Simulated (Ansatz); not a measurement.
# LuH3: the cost of one run

Computed with Ansatz 0.2.0 (DFT PBE, scalar-relativistic, plane waves, PAW, unless a step's input says otherwise).

### Step 1. The system as given

It takes space group P6/mmm (No. 191, hexagonal). The conventional cell has a = 3.805 Å, b = 3.805 Å, c = 6.963 Å, α = 90.00°, β = 90.00°, γ = 120.00°. Lu (site symmetry 6/mmm) has 12 H at 3.31 Å and 8 Lu at 3.48 to 3.80 Å as nearest neighbours. Lu (site symmetry 6/mmm) is surrounded by 12 H at 2.05 Å. Around H (site symmetry 2mm) lie 5 H at 1.53 to 1.90 Å and 2 Lu at 2.05 Å.

As a file:

```
CELL_PARAMETERS angstrom
3.80475 0.00000 0.00000
-1.90237 3.29501 0.00000
0.00000 0.00000 6.96296
ATOMIC_POSITIONS crystal
Lu 0.00000 0.00000 0.50000
Lu 0.00000 0.00000 0.00000
H 0.50000 0.00000 0.88983
H 0.00000 0.50000 0.88983
H 0.50000 0.50000 0.88983
H 0.50000 0.00000 0.11017
H 0.00000 0.50000 0.11017
H 0.50000 0.50000 0.11017
```

Recipe of the guess: random cell by space group and Wyckoff sites (P6/mmm, No. 191). Lengths come from tabulated atomic sizes and are only a guess.

### Step 2. The guess as it stands, on a coarse mesh

input.yaml reads:

```yaml
crystal:
  lattice:
    - [3.80474993, 0.0, 0.0]
    - [-1.90237497, 3.29501009, 0.0]
    - [0.0, 0.0, 6.9629591]
  atoms:
    - { symbol: Lu, position: [0.0, 0.0, 0.5] }
    - { symbol: Lu, position: [0.0, 0.0, 0.0] }
    - { symbol: H, position: [0.5, 0.0, 0.88983285] }
    - { symbol: H, position: [0.0, 0.5, 0.88983285] }
    - { symbol: H, position: [0.5, 0.5, 0.88983285] }
    - { symbol: H, position: [0.5, 0.0, 0.11016715] }
    - { symbol: H, position: [0.0, 0.5, 0.11016715] }
    - { symbol: H, position: [0.5, 0.5, 0.11016715] }
basis:
  ecutwfc: 420
kpoints:
  mp_grid: { grid: [6, 6, 4] }
hamiltonian:
  xc: pbe
scf:
  occupations: { method: gaussian, width: 0.1 }
  lower_state_search: "off"
output:
  forces: true
  stress: true
  eigenvalues: true
```

Command:

```
ansatz run input.yaml --threads 1 --pin off --max-ram 2560MiB --backend cpu --events-out ev --progress --plain --runs-dir out
```

Q: Estimate wall time and peak memory on 1 thread of Arm Neoverse V1, shared host.

About 5.2 s, with a peak of 0.35 GiB.
